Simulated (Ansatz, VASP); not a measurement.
# Cross-check of SrO between VASP and Ansatz

Wanted: the spread between two codes on one cell, functional and k mesh.

Program: Ansatz 0.2.0. Level of theory: plane waves, with VASP 6.6.1 beside it; band structure at PBE, band structure at BLYP and band structure at PBE, spin-orbit coupling. Results are calculated unless marked as measured.

The database entry behind the starting cell differs from later determinations by our own check (about 0.5 % short), so it need not match the best structure at ambient conditions.

**1. The structure**

The structure is cubic, space group Fm-3m (No. 225). Conventional cell: a = 5.133 Å, b = 5.133 Å, c = 5.133 Å, α = 90.00°, β = 90.00°, γ = 90.00°. Nearest to Sr lie 6 O at 2.57 Å. Nearest to O lie 6 Sr at 2.57 Å. Farther neighbours and most contacts between anions are not listed.

**2. VASP: band structure, PBE**

Levels along a path test the potential and the projectors away from the mesh points.

Lines of VASP's logs that name or quote its potential files are left out, and so is its time.

The input, INCAR:

```
SYSTEM = SrO
PREC = Accurate
ENCUT = 520
EDIFF = 1E-06
NELM = 100
ISMEAR = 0
SIGMA = 0.02
LREAL = .FALSE.
ALGO = Normal
GGA = PE
NBANDS = 20
LORBIT = 11
LWAVE = .FALSE.
LCHARG = .FALSE.
KPAR = 4
```

The input, POSCAR:

```
SrO
1.0
    0.0000000000      2.5663000000      2.5663000000
    2.5663000000      0.0000000000      2.5663000000
    2.5663000000      2.5663000000      0.0000000000
Sr O
1 1
Direct
    0.5000000000      0.5000000000      0.5000000000
    0.0000000000      0.0000000000      0.0000000000
```

The input, KPOINTS:

```
Automatic mesh
0
Gamma
5 5 5
0 0 0
```

The input, KPOINTS_OPT:

```
Line mode
16
Line-mode
Reciprocal
  0.00000000   0.00000000   0.00000000 GAMMA
  0.50000000   0.00000000   0.50000000 X

  0.50000000   0.00000000   0.50000000 X
  0.50000000   0.25000000   0.75000000 W

  0.50000000   0.25000000   0.75000000 W
  0.37500000   0.37500000   0.75000000 K

  0.37500000   0.37500000   0.75000000 K
  0.00000000   0.00000000   0.00000000 GAMMA

  0.00000000   0.00000000   0.00000000 GAMMA
  0.50000000   0.50000000   0.50000000 L

  0.50000000   0.50000000   0.50000000 L
  0.62500000   0.25000000   0.62500000 U

  0.62500000   0.25000000   0.62500000 U
  0.50000000   0.25000000   0.75000000 W

  0.50000000   0.25000000   0.75000000 W
  0.50000000   0.50000000   0.50000000 L

  0.50000000   0.50000000   0.50000000 L
  0.37500000   0.37500000   0.75000000 K

  0.62500000   0.25000000   0.62500000 U
  0.50000000   0.00000000   0.50000000 X
```

The projector-augmented-wave data sets are Sr_sv and O (PBE family, release 64).

Command:

```console
$ mpirun -np 4 vasp_std
```

Numbers of over 12 decimals in the logs are rounded to 6 here.

What it wrote:

```text
[banner, memory and clock lines left out]
running    4 mpi-ranks, on    1 nodes
 distrk:  each k-point on    1 cores,    4 groups
 distr:  one band on    1 cores,    1 groups

 POSCAR found type information on POSCAR SrO
 POSCAR found :  2 types and       2 ions
 LDA part: xc-table for (Slater+PW92), standard interpolation
 POSCAR, INCAR and KPOINTS ok, starting setup
 FFT: planning ... GRIDC
 FFT: planning ... GRID_SOFT
 FFT: planning ... GRID
 WAVECAR not read
 entering main loop
       N       E                     dE             d eps       ncg     rms          rms(c)
DAV:   1     0.636413062428E+02    0.63641E+02   -0.73232E+03   400   0.757E+02
DAV:   2    -0.107576105150E+02   -0.74399E+02   -0.69637E+02   504   0.185E+02
DAV:   3    -0.141519348947E+02   -0.33943E+01   -0.33559E+01   544   0.318E+01
DAV:   4    -0.142407582163E+02   -0.88823E-01   -0.88802E-01   528   0.375E+00
DAV:   5    -0.142412942810E+02   -0.53606E-03   -0.53606E-03   468   0.269E-01    0.166E+01
DAV:   6    -0.121810296046E+02    0.20603E+01   -0.38274E+00   428   0.146E+01    0.196E+01
DAV:   7    -0.120453267531E+02    0.13570E+00   -0.18314E-01   472   0.354E+00    0.114E+01
DAV:   8    -0.120344903519E+02    0.10836E-01   -0.13177E-01   520   0.271E+00    0.492E-01
DAV:   9    -0.120358605802E+02   -0.13702E-02   -0.52039E-03   448   0.356E-01    0.262E-01
DAV:  10    -0.120363856085E+02   -0.52503E-03   -0.64075E-04   456   0.186E-01    0.437E-02
DAV:  11    -0.120364551587E+02   -0.69550E-04   -0.65479E-05   456   0.527E-02    0.266E-02
DAV:  12    -0.120364744627E+02   -0.19304E-04   -0.19999E-05   436   0.268E-02    0.654E-03
DAV:  13    -0.120364742920E+02    0.17071E-06   -0.46693E-07   400   0.488E-03
   1 F= -.12036474E+02 E0= -.12036474E+02  d E =-.224464E-61
 Start KPOINTS_OPT (optional k-point list driver)
k-point batch [1-10\160]
       N       E                     dE             ncg
DAV:   1    -0.802676043310E+03   -0.24366E+04      400
DAV:   2    -0.151442973418E+04   -0.71175E+03      492
DAV:   3    -0.154202236630E+04   -0.27593E+02      524
DAV:   4    -0.154330433581E+04   -0.12820E+01      580
DAV:   5    -0.154330588865E+04   -0.15528E-02      488
DAV:   6    -0.154330589684E+04   -0.81867E-05      528
DAV:   7    -0.154330589692E+04   -0.83810E-07      416
[...]
k-point batch [151-160\160]
       N       E                     dE             ncg
DAV:   1    -0.817417156867E+03   -0.73012E+04      408
DAV:   2    -0.153521783837E+04   -0.71780E+03      540
DAV:   3    -0.156450672852E+04   -0.29289E+02      580
DAV:   4    -0.156505854993E+04   -0.55182E+00      460
DAV:   5    -0.156506053762E+04   -0.19877E-02      496
DAV:   6    -0.156506056325E+04   -0.25637E-04      456
DAV:   7    -0.156506056368E+04   -0.42378E-06      452
```

OUTCAR, selected parts (step 2):

```text
ion  position               nearest neighbor table
   1  0.500  0.500  0.500-   2 2.57   2 2.57   2 2.57   2 2.57   2 2.57   2 2.57
   2  0.000  0.000  0.000-   1 2.57   1 2.57   1 2.57   1 2.57   1 2.57   1 2.57

  LATTYP: Found a face centered cubic cell.
 ALAT       =     5.1326000000

 Subroutine GETGRP returns: Found 48 space group operations
 (whereof 48 operations were pure point group operations)

The static configuration has the point symmetry O_h .

 Found     10 irreducible k-points:

   k-points           NKPTS =     10   k-points in BZ     NKDIM =     10   number of bands    NBANDS=     20

   dimension x,y,z NGX =    28 NGY =   28 NGZ =   28
   dimension x,y,z NGXF=    56 NGYF=   56 NGZF=   56

   ENCUT  =  520.0 eV  38.22 Ry    6.18 a.u.   6.75  6.75  6.75*2*pi/ulx,y,z

   NELECT =      16.0000    total number of electrons

 k-points in reciprocal lattice and weights: Automatic mesh
   0.00000000  0.00000000  0.00000000       0.008
   0.20000000  0.00000000  0.00000000       0.064
   0.40000000  0.00000000  0.00000000       0.064
   0.20000000  0.20000000  0.00000000       0.048
   0.40000000  0.20000000  0.00000000       0.192
  -0.40000000  0.20000000  0.00000000       0.192
  -0.20000000  0.20000000  0.00000000       0.096
   0.40000000  0.40000000  0.00000000       0.048
  -0.40000000  0.40000000  0.00000000       0.096
  -0.40000000  0.40000000  0.20000000       0.192

 average (electrostatic) potential at core
       1 -36.4301       2 -70.6991

 E-fermi :   1.9220

 k-point     1 :       0.0000    0.0000    0.0000
  band No.  band energies     occupation
    ...
      4     -12.3128      2.00000
      5     -12.3128      2.00000
      6       1.6907      2.00000
      7       1.6907      2.00000
      8       1.6907      2.00000
      9       5.7122      0.00000
     10       7.9119      0.00000
     11       7.9119      0.00000
     12       7.9119      0.00000
     13      10.0920      0.00000
    ...

 k-point     2 :       0.2000    0.0000    0.0000
  band No.  band energies     occupation
    ...
      4     -12.3418      2.00000
      5     -11.7105      2.00000
      6       0.7401      2.00000
      7       1.2418      2.00000
      8       1.2418      2.00000
      9       7.2678      0.00000
     10       7.7051      0.00000
     11       8.6711      0.00000
     12       8.6711      0.00000
     13      11.0699      0.00000
    ...

 k-point     3 :       0.4000    0.0000    0.0000
  band No.  band energies     occupation
    ...
      4     -12.3877      2.00000
      5     -11.1910      2.00000
      6      -0.3336      2.00000
      7       0.6354      2.00000
      8       0.6354      2.00000
      9       8.1028      0.00000
     10       9.7236      0.00000
     11      10.2396      0.00000
     12      10.2396      0.00000
     13      13.0537      0.00000
    ...

  Total        0.8295405      0.8295405      0.8295405     -0.0000000      0.0000000     -0.0000000
  in kB       39.3184088     39.3184088     39.3184088     -0.0000000      0.0000000     -0.0000000
  external PRESSURE =      39.3184088 kB  Pullay stress =       0.0000000 kB

  energy-cutoff  :      520.00
  volume of cell :       33.80
      direct lattice vectors                 reciprocal lattice vectors
     0.000000000  2.566300000  2.566300000    -0.194833028  0.194833028  0.194833028
     2.566300000  0.000000000  2.566300000     0.194833028 -0.194833028  0.194833028
     2.566300000  2.566300000  0.000000000     0.194833028  0.194833028 -0.194833028

 POSITION                                       TOTAL-FORCE (eV/Angst)
 -----------------------------------------------------------------------------------
      2.56630      2.56630      2.56630         0.000000      0.000000     -0.000000
      0.00000      0.00000      0.00000        -0.000000     -0.000000      0.000000
 -----------------------------------------------------------------------------------
    total drift:                                0.000000      0.000000      0.000000

  FREE ENERGIE OF THE ION-ELECTRON SYSTEM (eV)
  ---------------------------------------------------
  free  energy   TOTEN  =       -12.0364742920 eV

  energy  without entropy=      -12.0364742920  energy(sigma->0) =      -12.03647429

 total charge
# of ion       s       p       d       tot
------------------------------------------
    1        2.017   5.816   0.261   8.094
    2        1.552   3.426   0.000   4.978
--------------------------------------------------
tot          3.569   9.242   0.261  13.072

[... 3 further parts left out ...]
```

At this level the cell is under a pressure of 3.9 GPa, so at these settings it is away from equilibrium.

**3. Ansatz: band structure, PBE**

Ansatz runs on its default PAW (the set named soft_2) files.

The same cell, functional, mesh and smearing now go to Ansatz, which takes its cutoff from its data sets.

The input, input.yaml:

```yaml
crystal:
  lattice:
    - [0.0, 2.5663, 2.5663]
    - [2.5663, 0.0, 2.5663]
    - [2.5663, 2.5663, 0.0]
  atoms:
    - { symbol: Sr, position: [0.5, 0.5, 0.5] }
    - { symbol: O, position: [0.0, 0.0, 0.0] }
hamiltonian:
  xc: pbe
  pseudopotentials: { kind: paw }
kpoints:
  mp_grid: { grid: [5, 5, 5] }
  band_path:
    path:
      - [0.0, 0.0, 0.0]
      - [0.16667, 0.0, 0.16667]
      - [0.33333, 0.0, 0.33333]
      - [0.5, 0.0, 0.5]
      - [0.5, 0.08333, 0.58333]
      - [0.5, 0.18333, 0.68333]
      - [0.5, 0.25, 0.75]
      - [0.45, 0.3, 0.75]
      - [0.40833, 0.34167, 0.75]
      - [0.35, 0.35, 0.7]
      - [0.225, 0.225, 0.45]
      - [0.075, 0.075, 0.15]
      - [0.03333, 0.03333, 0.03333]
      - [0.23333, 0.23333, 0.23333]
      - [0.4, 0.4, 0.4]
      - [0.51667, 0.46667, 0.51667]
      - [0.55833, 0.38333, 0.55833]
      - [0.60833, 0.28333, 0.60833]
      - [0.60833, 0.25, 0.64167]
      - [0.55833, 0.25, 0.69167]
      - [0.51667, 0.25, 0.73333]
      - [0.5, 0.3, 0.7]
      - [0.5, 0.38333, 0.61667]
      - [0.5, 0.48333, 0.51667]
      - [0.475, 0.475, 0.55]
      - [0.425, 0.425, 0.65]
      - [0.38333, 0.38333, 0.73333]
      - [0.59167, 0.18333, 0.59167]
      - [0.55, 0.1, 0.55]
      - [0.5, 0.0, 0.5]
    npoints: 1
scf:
  occupations: { method: gaussian, width: 0.02 }
  n_extra_bands: 7
output:
  forces: true
  stress: true
  eigenvalues: true
```

Command:

```console
$ ansatz run input.yaml --threads 2 --pin off --max-ram 4608MiB --backend cpu --events-out ev --progress --plain --runs-dir out
```

What it wrote:

```text
scf.n_extra_bands = 7 over 8 filled bands (N_el = 16.0): the run solves 15 bands
Engine: ansatz 0.2.0, aarch64-unknown-linux-gnu
Pseudopotentials: kind: paw
Pseudopotential: Sr, paw, valence charge 10, recommended cutoff 420 eV (normal), Sr.paw.azcp
Pseudopotential: O, paw, valence charge 6, recommended cutoff 420 eV (normal), O.paw.azcp
Functional definition: PBE
  parameter kappa = 0.804
  parameter beta = 0.066725
  exchange = pbe_x(kappa = kappa, mu = beta*pi^2/3)
  correlation = pbe_c(beta = beta)
Crystal: 2 atoms, lattice volume = 33.803 Å³
Basis set: ecut = 420 eV, 645 PW (Γ), exchange–correlation on 50×50×50 points (8 copies of the dense FFT grid, shifted against one another)
Bands: 15, of which v1, the nominal top of the filled ones, is band 8 counted from 1 (7 counted from 0)
Symmetry: 48 space group operations
Space group: Fm-3m (ITA 225), of the structure as read, at distance tolerance 3.2e-5 Å
k-points: 10 of 125
Non-local potential: Sr, projectors of the file, l = 0: 3, l = 1: 2, l = 2: 2
Non-local potential: O, projectors of the file, l = 0: 2, l = 1: 2, l = 2: 1
PAW form: soft (Blöchl's): semilocal exchange-correlation on the pseudo side does not see the compensation charge
PAW one-centre angular grid: Sr, 110 points (default); XC on 64 Gauss nodes
PAW one-centre angular grid: O, 110 points (default); XC on 64 Gauss nodes
Initial density: superposition of atomic densities (neutral atoms: chi_scale 0, normalization atom), corrected by the library's trained network
Initial wavefunctions: pseudopotential atomic-orbital guess
Functional: x = pbe(κ = 0.804, μ = 0.219515), c = pbe(β = 0.066725)
SCF iter   1: F=—  HF=-4114.614917 eV  |F-HF|=—  |Δ(HF+E_count)|=         —  Δρ=3.89e-4  dr2=1.42e-5  ethr=1.77e-3  ⟨swp⟩=8.9  Hψ=1118  notcnv=0
preconditioner: auto → none  [insulator: Δε(μ)=3.487 eV  Ē_g=18.265 eV  σ=0.020 eV  W_gap=1.00  n_scr=8 (ndim 8)  ℏωp=23.9 eV  f_vac=0.000  D(μ)=0.00/eV (n_scr^D=0)  ε∞_Penn≈2.7]
SCF iter   2: F=—  HF=-4114.615669 eV  |F-HF|=—  |Δ(HF+E_count)|=   7.52e-4  Δρ=3.00e-4  dr2=2.87e-5  ethr=8.90e-8  ⟨swp⟩=3.7  Hψ=449  notcnv=0  defer=11
SCF iter   3: F=—  HF=-4114.615703 eV  |F-HF|=—  |Δ(HF+E_count)|=   3.37e-5  Δρ=1.55e-4  dr2=5.98e-6  ethr=8.90e-8  ⟨swp⟩=2.0  Hψ=166  notcnv=0  defer=11
iter 4 did not close the SCF: its close was put off for the readings that it lacked (scf_convergence_deferred on its scf_iter line)
SCF iter   4: F=-4114.615725 eV  HF=-4114.615724 eV  |F-HF|=1.26e-7  |Δ(HF+E_count)|=   2.16e-5  Δρ=1.62e-5  dr2=5.55e-8  ethr=3.74e-8  ⟨swp⟩=2.0  Hψ=166  notcnv=0  defer=11
iter 5 did not close the SCF: its close was put off for the readings that it lacked (scf_convergence_deferred on its scf_iter line)
SCF iter   5: F=-4114.615725 eV  HF=-4114.615725 eV  |F-HF|=3.89e-8  |Δ(HF+E_count)|=   1.56e-7  Δρ=9.60e-6  dr2=4.46e-8  ethr=3.47e-10  ⟨swp⟩=2.1  Hψ=173  notcnv=0  defer=11
SCF iter   6: F=-4114.615725 eV  HF=-4114.615725 eV  |F-HF|=4.87e-9  |Δ(HF+E_count)|=   1.02e-8  Δρ=3.39e-6  dr2=5.42e-9  ethr=2.78e-10  ⟨swp⟩=7.3  Hψ=597  notcnv=0
SCF 1 converged in 6 iterations: F = -4114.615725 eV  dr2 = 5.42e-9
  greatest PAW one-centre occupation: 0.987 electrons in one spin orbital (limit 2), on the Sr atom at site 0 (counted from 0), in its partial waves of l = 0
NSCF: frozen V_eff on 30 k-points
SCF converged after 6 iterations
Free energy (F): -4114.615725 eV
Harris-Foulkes:  -4114.615725 eV  (|F-HF|=4.87e-9)
Internal energy: -4114.615725 eV  (E = F + TS)
E sigma→0 (E₀):  -4114.615725 eV
Fermi energy:    9.746491 eV
--- Per-component energies (eV) ---
  E_band       = -56.756909
  E_kinetic    = 423.491361
  E_local      = -861.447694  (includes V_loc(G=0)·N_el)
  E_nonlocal   = 250.221257
  E_hartree    = 233.153304
  E_xc         = -249.541476
  E_vxc        = -259.393091  (∫ρ·V_xc dr)
  E_paw        = -2852.377673  (= ΣΔE_a)
  E_vpaw       = -75.936983  (= ΣTr[D̂ρ^β])
  E_aug_tail   = 0.002417  (compensation charges beyond the density's cutoff)
  E_ewald      = -1058.117221
  E_smearing   = -0.000000  (= −TS)
  E_closure    = -0.000000  (closes the sum)
  Σ components = -4114.615725   (vs F -4114.615725, Δ=0.00e0)
--- Forces (eV/Å), atoms counted from 1 ---
  atom   1  Sr     0.00000000    -0.00000000    -0.00000000
  atom   2  O     -0.00000000     0.00000000    -0.00000000
  max |Σ_I F_I| component: 1.02e-29 eV/Å
--- Stress (GPa, compression-positive) ---
        3.328230       0.000000       0.000000
        0.000000       3.328230       0.000000
       -0.000000      -0.000000       3.328230
  P = ⅓ Tr σ = 3.3282 GPa (33.282 kbar)
--- Band table (eV; the first three rows and the last of 10) ---
  k-point 0: bands = [... 4 lower, -5.9223, 7.9988, 7.9988, 7.9988, 12.0458, 14.2710, 14.2710, 14.2710, ... 3 higher]
  k-point 1: bands = [... 4 lower, -5.3376, 7.0601, 7.5618, 7.5618, 13.5992, 14.0423, 15.0223, 15.0223, ... 3 higher]
  k-point 2: bands = [... 4 lower, -4.8262, 6.0005, 6.9691, 6.9691, 14.4422, 16.0198, 16.5912, 16.5912, ... 3 higher]
  k-point 9: bands = [... 4 lower, -5.3439, 6.8353, 7.3190, 7.6233, 13.3348, 15.0775, 16.8054, 18.4311, ... 3 higher]
```

Wall time 1 s (2 threads of Arm Neoverse N1, shared host); peak memory 0.25 GiB.

**4. Side by side**

Known differences besides the potentials themselves: the cutoff is 420 eV in Ansatz and 520 eV in VASP; VASP leaves aspherical gradient terms in its spheres out (LASPH is not set), Ansatz keeps them. Total energies have different zeros and are not compared.

Both answers:

```tsv
quantity	Ansatz	VASP	difference
pressure (GPa)	3.33	3.93	-0.60
pressure without Ansatz's Pulay correction (GPa)	2.97	3.93	-0.97
gap over the path points (eV)	3.309	3.260	+0.049
```

Levels at points of the path, from each program's valence-band top (eV; 3 filled, then empty):

```tsv
k (reciprocal lattice)	Ansatz	VASP
0.000 0.000 0.000	0.00 0.00 0.00 4.05 6.27 6.27	0.00 0.00 0.00 4.02 6.22 6.22
0.167 0.000 0.167	-1.06 -0.10 -0.10 5.19 5.21 7.39	-1.07 -0.10 -0.10 5.15 5.18 7.35
0.333 0.000 0.333	-1.09 -0.12 -0.12 3.82 6.90 9.71	-1.12 -0.13 -0.13 3.77 6.87 9.66
0.500 0.000 0.500	-0.40 -0.07 -0.07 3.31 7.89 10.27	-0.42 -0.08 -0.08 3.26 7.84 10.21
0.500 0.083 0.583	-0.41 -0.35 -0.16 3.69 8.14 9.20	-0.44 -0.37 -0.18 3.65 8.10 9.20
0.500 0.183 0.683	-0.95 -0.43 -0.34 4.94 7.30 8.60	-0.97 -0.46 -0.36 4.91 7.29 8.56
0.500 0.250 0.750	-1.11 -0.41 -0.41 6.06 6.06 8.71	-1.13 -0.43 -0.43 6.04 6.04 8.66
0.450 0.300 0.750	-1.06 -0.44 -0.43 5.29 6.99 8.73	-1.08 -0.46 -0.46 5.26 6.98 8.69
0.408 0.342 0.750	-0.97 -0.52 -0.44 4.92 7.70 8.80	-0.99 -0.54 -0.47 4.88 7.69 8.76
0.350 0.350 0.700	-1.16 -0.70 -0.45 5.36 7.51 9.00	-1.19 -0.72 -0.48 5.33 7.50 8.95
```

Among the levels compared at these points, filled levels agree within 29 meV and empty ones within 60 meV. Ansatz's pressure holds a Pulay correction of 0.36 GPa; VASP's holds none.

[end of part 1 of 2]

[Lines on the potential files, build, host, timing and source positions are cut from VASP's logs without a mark.]

[Logs are printed without paths, hosts, clocks, repeated set-up lines and the standing remarks that a program may print on its own settings, such as how far it seeks lower states.]

[Hosts, paths, dates, database ids (printed as entryN), source tags and the programs' standing remarks are cut or masked in the printed files.]
